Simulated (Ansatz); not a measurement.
# PbS: the cost of one run

Program: Ansatz 0.2.0. Level of theory: reference: DFT, HSE06, plane waves, PAW. These are calculated values, not measurements.

6 further runs of the same task are left out: 1 for a known fault of the program, 5 that didn't finish.

## (1) The system as given

It takes space group Pm-3m (No. 221, cubic). Conventional cell: a = 3.635 Å, b = 3.635 Å, c = 3.635 Å, α = 90.00°, β = 90.00°, γ = 90.00°. Around Pb (site symmetry m-3m) lie 8 S at 3.15 Å. S (site symmetry m-3m) is surrounded by 8 Pb at 3.15 Å.

Coordinates:

```cif
data_structure
_symmetry_space_group_name_H-M 'Pm-3m'
_symmetry_Int_Tables_number 221
_cell_length_a 3.6351
_cell_length_b 3.6351
_cell_length_c 3.6351
_cell_angle_alpha 90.000
_cell_angle_beta 90.000
_cell_angle_gamma 90.000
_cell_volume 48.04
loop_
_atom_site_label
_atom_site_type_symbol
_atom_site_symmetry_multiplicity
_atom_site_Wyckoff_symbol
_atom_site_fract_x
_atom_site_fract_y
_atom_site_fract_z
_atom_site_occupancy
Pb1 Pb 1 a 0.00000 0.00000 0.00000 1
S1 S 1 b 0.50000 0.50000 0.50000 1
```

## (2) Reference

File input.yaml:

```yaml
crystal:
  lattice:
    - [3.6351320337, 0.0, 0.0]
    - [0.0, 3.6351320337, 0.0]
    - [0.0, 0.0, 3.6351320337]
  atoms:
    - { symbol: Pb, position: [0.0, 0.0, 0.0] }
    - { symbol: S, position: [0.5, 0.5, 0.5] }
kpoints:
  mp_grid: { grid: [4, 4, 4] }
hamiltonian:
  xc: hse06
scf:
  occupations: { method: fermi_dirac, width: 0.02 }
  n_extra_bands: 4
output:
  forces: true
  stress: true
  eigenvalues: true
  write_density: true
  write_potential: true
  elf: true
  volumetric_format: npy
```

Launch:

```
$ ansatz run input.yaml --threads 4 --pin off --max-ram 3686MiB --backend cpu --events-out ev --progress --plain --runs-dir out
```

Q: Estimate wall time and peak memory on 4 threads of an x86-64 CPU, shared host.

About 15 s, with a peak of 0.74 GiB.
